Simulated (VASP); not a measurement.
KBr:

```
K Br
1.0
     0.00000    3.27989    3.27989
     3.27989    0.00000    3.27989
     3.27989    3.27989    0.00000
K Br
1 1
Direct
  0.00000 0.00000 0.00000
  0.50000 0.50000 0.50000
```

Program: VASP 6.6.1. Alike in all runs: task band structure; potentials or basis VASP PAW PBE potentials, release 64 (K_sv, Br); no spin polarisation; cell as given; k mesh 4 × 4 × 4; cutoff (eV) 520; smearing gaussian 0.03 eV. Hardware: 4 MPI ranks on Intel(R) Xeon(R) Platinum 8259CL CPU @ 2.50GHz (Skylake/Cascade Lake) (shared host).

Order these runs on this cell by their wall time, lowest first.
A. level PBE-EpsX; exchange at q = 0 truncated; share of exact exchange 0.3884
B. level PBE
C. level PBE0; exchange at q = 0 truncated

B (11 s), C (130 s), A (340 s).
